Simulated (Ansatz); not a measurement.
Runs of Ansatz 0.2.0 on ZnS (Wurtzite-2H). Symmetry: P6_3mc, No. 186, hexagonal system. The conventional cell has a = 3.811 Å, b = 3.811 Å, c = 6.234 Å, α = 90.00°, β = 90.00°, γ = 120.00°. Zn (site symmetry 3m) is surrounded by 4 S at 2.31 to 2.40 Å. S (site symmetry 3m) has 4 Zn at 2.31 to 2.40 Å as nearest neighbours. 

| cell | gap on the mesh (eV) | pressure (GPa) |
| --- | --- | --- |
| relaxed to 20 GPa | 2.91 | 20.0 |
| relaxed | (a) | 0.0 |
| relaxed to 5 GPa | 2.40 | 5.0 |
| relaxed to 30 GPa | 2.91 | 30.0 |
| relaxed to 10 GPa | 2.60 | 10.0 |

Alike in all rows: task relaxation of cell and atoms; level PBEsol; potentials or basis all-electron LAPW, scalar-relativistic; no spin polarisation; k mesh 8 × 8 × 5; smearing fermi-dirac 0.05 eV; basis error allowed 0.002 eV/atom.

Question: Estimate the missing entries.

Answer: (a) 2.16.

Caveats: an odd mesh through Γ misses points on the zone boundary, where band edges often lie.
